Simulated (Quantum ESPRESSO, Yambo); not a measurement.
Planning a run of Yambo 5.3.0 on BN (P6_3/mmc). The input:

```
HF_and_locXC
gw0
dyson
ppa
em1d
rim_cut
RandQpts= 1000000
RandGvec= 1 RL
EXXRLvcs= 72 Ry
VXCRLvcs= 288 Ry
Chimod= "HARTREE"
% BndsRnXp
 1 | 90 |
%
NGsBlkXp= 12 Ry
% LongDrXp
 1 | 1 | 1 |
%
% GbndRnge
 1 | 90 |
%
DysSolver= "n"
ExtendOut
PPAPntXp= 27.21138 eV
% QPkrange
 14 | 14 | 7 | 10 |
 7 | 7 | 7 | 10 |
 1 | 1 | 7 | 10 |
%
```

```sh
OMP_NUM_THREADS=1 mpirun -n 8 yambo -F gw1.in -J gw1 -C gw1 > gw1.log
```

The stored states that it reads are on a 6×6×2 mesh. The structure is hexagonal, space group P6_3/mmc (No. 194). Conventional cell: a = 2.504 Å, b = 2.504 Å, c = 6.661 Å, α = 90.00°, β = 90.00°, γ = 120.00°. Nearest to B lie 3 N at 1.45 Å. N has 3 B at 1.45 Å nearest. Farther neighbours and most contacts between anions are not listed.

**Question.** Estimate wall time and host memory on 8 MPI ranks of Arm Neoverse V1, shared host.

It took 37 s; on shared hardware allow 18 s to 73 s. Peak host memory was 2.8 GiB.

The screening grows as filled bands × empty bands × pairs of k points, times the square of the screening basis for the matrix.

[Paths, hosts, dates, memory and timing lines, banners, echoed tables and standing remarks are left out of the program output.]

[Logs are printed without paths, hosts, clocks, repeated set-up lines and the standing remarks that a program may print on its own settings, such as how far it seeks lower states.]

[Runs of the session that timed out or met a known fault of the program may be left out.]

[Hosts, paths, dates, database ids (printed as entryN), source tags and the programs' standing remarks are cut or masked in the printed files.]
